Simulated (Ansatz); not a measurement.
# MoS2

```
CELL_PARAMETERS angstrom
1.58150 0.91308 6.12333
-1.58150 0.91308 6.12333
0.00000 -1.82616 6.12333
ATOMIC_POSITIONS crystal
Mo 0.00000 0.00000 0.00000
S 0.74840 0.74840 0.74840
S 0.58490 0.58490 0.58490
```

Atoms are numbered in the order listed.

The cell comes from COD entry 9007661, which wasn't checked; take it as a given geometry.

Methods: DFT, PBE, all-electron LAPW, scalar-relativistic (Ansatz 0.2.0); DFT, PBE, PAW with Ansatz's default frozen-core files, scalar-relativistic (Ansatz 0.2.0).

For LAPW: a Γ-centred 13×13×13 k mesh, Fermi–Dirac smearing of 0.05 eV, basis error target 0.5 meV/atom, no spin polarisation. PAW takes a cutoff of 420 eV at this cell. The Ansatz runs share mesh, smearing and spin set-up. Values come from LAPW unless marked.

- Pressure at this cell: 9.29 GPa
- Band gap: 0.65 eV, indirect from T (0.5, 0.5, 0.5) to the line H0 (0.5, -0.181, 0.181)–L (0.5, 0, 0)
- Stress xx, yy, zz (compression positive): 6.95, 6.95, 13.96 GPa
- Largest force: 1.293 eV/Å on S2
- Smallest direct gap on the path: 1.63 eV
- Löwdin charges (with 0.20 e of the cell spilling out of the atomic basis, so their sizes and signs hang on that basis): Mo1 0.30, S2 -0.05, S3 -0.05 e
- Bader charges (from the PAW run): Mo1 +1.25, S2 -0.62, S3 -0.62 e
- Volume per atom: 17.68 Å³
